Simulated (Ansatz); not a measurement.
MgSi:

```
Si Mg
1.0
     1.50251   -5.42602    0.00000
     1.50251    5.42602    0.00000
     0.00000    0.00000    4.34018
Si Mg
2 2
Direct
  0.57064 0.42936 0.75000
  0.42936 0.57064 0.25000
  0.16838 0.83162 0.25000
  0.83162 0.16838 0.75000
```

The cell comes from a database or a generator and needn't be the stable form of this composition.

Base run:

- Program: Ansatz 0.2.0
- Functional: LDA
- Potentials or basis: Ansatz PAW
- Cutoff: 420 eV
- Density cutoff: 1680 eV
- k mesh: 9 × 9 × 6
- Occupations: fermi-dirac, width 0.05 eV
- Spin: no spin polarisation

Its results: band gap on the k mesh none (metal or under the smearing width); pressure -3.1 GPa; largest force 0.162 eV/Å.

Task: The run is repeated on the same cell with these changes: functional from LDA to PBEsol. What comes out?

Result: Band gap on the k mesh none (metal or under the smearing width); pressure -1.4 GPa; largest force 0.167 eV/Å.

PBEsol binds less tightly than LDA, so the same cell stands under more pressure.

Caveats: the PAW data sets come from PBE, with cores solved anew for the run's functional, which leaves a small shift of forces and pressure.

Not every run made on this cell is shown here.
